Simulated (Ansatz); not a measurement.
**Tc: levels with and without spin–orbit coupling**

```yaml
crystal:
  lattice:
    - [2.74000, 0.00000, 0.00000]
    - [-1.37000, 2.37291, 0.00000]
    - [0.00000, 0.00000, 4.39800]
  atoms:
    - { symbol: Tc, position: [0.33333, 0.66667, 0.25000] }
    - { symbol: Tc, position: [0.66667, 0.33333, 0.75000] }
```

Atom numbers follow the list: Tc1, Tc2.

The conventional cell has a = 2.740 Å, b = 2.740 Å, c = 4.398 Å, α = 90.00°, β = 90.00°, γ = 120.00°. Tc (atom 1) is surrounded by 12 Tc at 2.71 to 2.74 Å.

The cell is COD entry 1541062, as deposited and not checked against the literature; nothing was relaxed.

All numbers are computed: DFT, PBE, all-electron LAPW, scalar-relativistic (Ansatz 0.2.0); DFT, PBE, all-electron LAPW, Dirac equation with spin-orbit coupling (Ansatz 0.2.0).

Settings: a Γ-centred 17×17×9 k mesh, Fermi–Dirac smearing of 0.08 eV, basis error target 1 meV/atom, no spin polarisation.

Levels between -8 and 5 eV, each run counted from its own valence-band top where it has a gap, else its Fermi level. Scalar levels are listed once for both spins; with the coupling every spinor state is counted. Levels near the edges of the range can cross them.

At Γ (0.000, 0.000, 0.000) the scalar-relativistic levels are -7.30, -5.42, -1.54 (×2), -1.49, -0.83 (×2), -0.11 (×2), 1.68, 2.54 (×2). What are they with spin–orbit coupling?

-7.31 (×2), -5.43 (×2), -1.66 (×2), -1.51 (×2), -1.44 (×2), -0.96 (×2), -0.72 (×2), -0.16 (×2), -0.04 (×2), 1.66 (×2), 2.47 (×2), 2.62 (×2).

At M (0.500, 0.000, 0.000) the scalar-relativistic levels are -5.36, -4.72, -4.59, -1.89, -1.14, -0.92, -0.50, 2.95, 3.33, 3.37. What are they with spin–orbit coupling?

-5.37 (×2), -4.73 (×2), -4.60 (×2), -1.91 (×2), -1.15 (×2), -0.93 (×2), -0.50 (×2), 2.94 (×2), 3.27 (×2), 3.43 (×2).

At H (0.333, 0.333, 0.500) the scalar-relativistic levels are -3.83 (×2), -3.27 (×2), -1.77 (×2), -0.09 (×2), 2.62 (×2). What are they with spin–orbit coupling?

-3.87 (×2), -3.82 (×2), -3.29 (×2), -3.27 (×2), -1.79 (×2), -1.76 (×2), -0.18 (×2), -0.01 (×2), 2.60 (×2), 2.64 (×2).
